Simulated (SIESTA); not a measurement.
The system is CoO.

```
Co O
1.0
     0.00000    2.13150    2.13150
     2.13150    0.00000    2.13150
     2.13150    2.13150    0.00000
Co O
1 1
Direct
  0.00000 0.00000 0.00000
  0.50000 0.50000 0.50000
```

Base run:

| Item | Value |
| --- | --- |
| Program | SIESTA 5.4.2 |
| Functional | PBE |
| Potentials or basis | PseudoDojo 0.4 standard (PBE files) |
| Basis | DZP (energy shift 0.003 Ry; two zetas on semicore shells) |
| Grid cutoff | 800 Ry |
| Energy shift | 0.003 Ry |
| k mesh | 8 × 8 × 8 |
| Occupations | fermi-dirac, width 0.05 eV |
| Spin | collinear spin, ferromagnetic start |
| Starting moments | [2.0, 0.0] μB |
| Hubbard terms | Co d U = 2 eV |

Its results: band gap on the k mesh none (metal or under the smearing width); pressure 1.1 GPa; net moment 3.00 μB per cell; site moments Co +2.68; O +0.32 μB.

Task: After a change of settings the same cell gave: band gap on the k mesh none (metal or under the smearing width); pressure 3.1 GPa; net moment 3.00 μB per cell; site moments Co +2.72; O +0.28 μB. Which change was it?
A. hubbard terms from Co d U = 2 eV to none
B. hubbard terms from Co d U = 2 eV to Co d U = 4 eV
C. hubbard terms from Co d U = 2 eV to Co d U = 8 eV

Result: B.

Caveats: short orbitals over semicore shells can move pressures by several GPa; the basis of atomic orbitals isn't converged, which shifts pressures, moduli and gaps; a cell with one magnetic atom can't hold antiferromagnetic order, which such compounds often take.
